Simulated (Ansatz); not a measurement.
I need a relaxation of cell and ions of Na₂S, space group Fm-3m. Use the Ansatz DFT code, driven from Python. Level of theory: r2SCAN, PAW, cutoff 762 eV, 6×6×6 k-points, fixed occupations.

The script reads `na2s.extxyz`:
```text
3
Lattice="0.0 3.2735 3.2735 3.2735 0.0 3.2735 3.2735 3.2735 0.0" Properties=species:S:1:pos:R:3 pbc="T T T"
Na    1.63675000    1.63675000    1.63675000
Na    4.91025000    4.91025000    4.91025000
S     0.00000000    0.00000000    0.00000000
```

`run_vcrelax.py`:
```python
'''Cell relaxation of Na2S.'''

import ansatz as az
from ase import Atoms
from ase.io import write
import numpy as np
from pymatgen.core import Structure

def edges_and_angles(cell):
    cell = np.asarray(cell)
    a, b, c = np.linalg.norm(cell, axis=1)
    cosines = cell[1] @ cell[2] / (b * c), cell[0] @ cell[2] / (a * c), cell[0] @ cell[1] / (a * b)
    return (a, b, c, *np.degrees(np.arccos(cosines)))


def main() -> None:
    xtal = az.Crystal.from_extxyz('na2s.extxyz')

    # every cell quantity that the symmetry leaves free
    setup = xtal.calculation()
    setup = setup.functional('r2scan')
    setup = setup.basis(56 * az.Ry, xc_grid=1)
    setup = setup.kpoints(density=3.1)
    setup = setup.occupations('Fixed')
    setup = setup.scf(lower_state_search='light', algorithm='direct_min')
    setup = setup.relax(force_tolerance=0.05, max_steps=100, max_displacement=0.3, cell=True, stress_tolerance=0.01)
    steps = []


    def collect(event):
        if event['event'] == 'relax_step':
            steps.append(event['data'])


    result = setup.session().plan().execute(on_event=collect)
    report = result.report
    print('step   energy (eV)     max comp. (eV/A)   P (GPa)  SCF')
    for s in steps:
        print(f'{s["step"]:4d} {s["lagrangian_ev"]:15.5f} {s["allowed_force_max_ev_ang"]:12.4f} {s["pressure_gpa"]:10.3f} {s["n_scf"]:5d}')

    first, last = steps[0], steps[-1]
    symbols = [site.symbol for site in result.lattice.sites]
    print(f'energy gained {first["lagrangian_ev"] - last["lagrangian_ev"]:.4f} eV in {len(steps) - 1} steps')
    for label, vectors in (('before', first['cell_ang']), ('after', result.lattice.cell_ang)):
        print(label, 'a b c (A) {:.4f} {:.4f} {:.4f}  angles {:.2f} {:.2f} {:.2f}'.format(*edges_and_angles(vectors)), f' V = {abs(np.linalg.det(vectors)):.3f} A^3')
    print('final stress xx yy zz (GPa, compression positive):', np.round(np.diag(report['stress_gpa']), 3) + 0.0)

    change = np.array(last['positions_ang']) @ np.linalg.inv(last['cell_ang']) - np.array(first['positions_ang']) @ np.linalg.inv(first['cell_ang'])
    moved = np.linalg.norm(change @ np.array(last['cell_ang']), axis=1)
    print('displacement within the cell, strain taken out (A):', ' '.join(f'{s}:{d:.3f}' for s, d in zip(symbols, moved)))

    relaxed = Atoms(symbols, positions=[site.position_ang for site in result.lattice.sites], cell=result.lattice.cell_ang, pbc=True)
    write('relaxed.extxyz', relaxed, format='extxyz')

    n_atoms = len(report['lattice']['sites'])
    print('F =', round(report['free_energy_ev'], 4), 'eV for', n_atoms, 'atoms')
    print('E(sigma -> 0) =', round(report['energy_sigma0_ev'], 4), 'eV, TS =', round(report['entropy_ts_ev'], 5), 'eV')
    print('closed by', report['closed_by'], 'after', report['n_iterations'], 'iterations')

    final = Structure(result.lattice.cell_ang, [s.symbol for s in result.lattice.sites], [s.position_frac for s in result.lattice.sites])
    # count neighbours out to a fixed multiple of the shortest distance
    for index, (site, neighbours) in enumerate(zip(final, final.get_all_neighbors(5.5))):
        first = min(n.nn_distance for n in neighbours)
        shell = [n for n in neighbours if n.nn_distance < 1.2 * first]
        mean = sum(n.nn_distance for n in shell) / len(shell)
        print(f'atom {index} {site.specie.symbol}: {len(shell)} neighbours within 1.2 of the shortest distance, mean {mean:.3f} A')


if __name__ == '__main__':
    main()
```

```console
$ python run_vcrelax.py
step   energy (eV)     max comp. (eV/A)   P (GPa)  SCF
   1     -3886.86595       0.0000     -0.484     6
   2     -3886.86758       0.0000     -0.137     4
   3     -3886.86772       0.0000      0.004     4
   4     -3886.86770       0.0000      0.004     5
energy gained 0.0017 eV in 3 steps
before a b c (A) 4.6294 4.6294 4.6294  angles 60.00 60.00 60.00  V = 70.156 A^3
after a b c (A) 4.6041 4.6041 4.6041  angles 60.00 60.00 60.00  V = 69.010 A^3
final stress xx yy zz (GPa, compression positive): [0.004 0.004 0.004]
displacement within the cell, strain taken out (A): Na:0.000 Na:0.000 S:0.000
F = -3886.8677 eV for 3 atoms
E(sigma -> 0) = -3886.8677 eV, TS = 0.0 eV
closed by deck_thresholds after 5 iterations
atom 0 Na: 10 neighbours within 1.2 of the shortest distance, mean 3.081 A
atom 1 Na: 10 neighbours within 1.2 of the shortest distance, mean 3.081 A
atom 2 S: 8 neighbours within 1.2 of the shortest distance, mean 2.819 A
```

It writes `relaxed.extxyz`:
```text
3
Lattice="2.547686016447792e-35 3.2555725943498564 3.2555725943498564 3.2555725943498564 -4.458450528783641e-34 3.2555725943498564 3.2555725943498564 3.2555725943498564 -3.184607520559743e-34" Properties=species:S:1:pos:R:3 pbc="T T T"
Na       1.62778630       1.62778630       1.62778630
Na       4.88335889       4.88335889       4.88335889
S        0.00000000      -0.00000000      -0.00000000
```

These settings explore the input space; cutoff and mesh may be short of convergence. Forces vanish by symmetry, so the ions can't move, and the end may be a saddle. The Fermi level of a run with fixed occupations marks the highest occupied state on its mesh, not mid-gap. Energies along a relaxation are free energies. Rows at an unchanged volume are solved on a plane-wave basis chosen afresh for that cell, so the energy jumps there and such rows are no steps of the walk. Edges and angles are those of the cell as typed, here a primitive one, not of the conventional cell. xc_grid=1 is under the default for a meta-GGA and makes forces and stresses depend on the grid. The starting cell is as deposited in a crystallographic database; the results hold for this polymorph, which needn't be the stable one. Wall time of the script: 39 s on 1 thread of Arm Neoverse V1, with other jobs on the host, peak memory 0.54 GiB.

(A comment or docstring line of the script was reworded after the run, the code is as it ran; lines on the test bed's own set-up are left out of the output.)
